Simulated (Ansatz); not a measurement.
**SnS, a database entry at a rescaled volume**

```yaml
crystal:
  lattice:
    - [4.23790, 0.00000, 0.00000]
    - [0.00000, 11.47555, 0.00000]
    - [0.00000, 0.00000, 4.11811]
  atoms:
    - { symbol: S, position: [0.48100, 0.84990, 0.25000] }
    - { symbol: S, position: [0.51900, 0.15010, 0.75000] }
    - { symbol: S, position: [0.98100, 0.65010, 0.75000] }
    - { symbol: S, position: [0.01900, 0.34990, 0.25000] }
    - { symbol: Sn, position: [0.07650, 0.12320, 0.25000] }
    - { symbol: Sn, position: [0.92350, 0.87680, 0.75000] }
    - { symbol: Sn, position: [0.57650, 0.37680, 0.75000] }
    - { symbol: Sn, position: [0.42350, 0.62320, 0.25000] }
```

The numbers come from plane-wave PAW DFT (Ansatz): PBE, no spin polarisation, 420 eV, 6×3×6 Γ-centred k points, fermi-dirac occupations (width 0.1 eV). Nothing was relaxed.

Which atom feels the largest force, and which way?

The largest is on Sn7 (and as large on other atoms): 0.21 eV/Å, components (0.18, -0.11, 0.00). It makes 65° with the line to a nearest neighbour, S2 at 2.61 Å.

Is the cell too large or too small?

The pressure is -0.5 GPa (compression positive), so with the atoms held at these fractions the cell is close to zero pressure. The principal stresses -1.0, -1.0, 0.6 GPa differ, so its shape would change too.

Which element gives electrons and which takes them?

Bader charges in e: Sn +0.98, S -0.98. In the mean Sn gives up most and S takes most.

Which orbitals make up the band edges?

Within 0.7 eV of the edges, the states project mainly on S p (61 %), Sn s (23 %) and Sn p (14 %) below the gap and on Sn p (65 %) and S p (12 %) above it.

Is it stable against the elements?

-0.45 eV an atom against the elements' usual phases (free molecules for gases, crystals otherwise, with no correction for O₂ or N₂), so it is bound against them; other compounds may still compete. Relaxing would lower it.

What is the band gap?

The gap is 0.76 eV, indirect (the least direct gap found is 0.83 eV).

What do density and ELF say about some of the short contacts?

S–Sn at 2.61 Å: least valence density 0.40 e/Å³ and ELF 0.41 there. Both are smooth PAW fields, read partly inside the augmentation spheres.

Origin: a database entry at a rescaled volume. Caveats: no spin-orbit coupling, which can shift this gap by tenths of an eV.
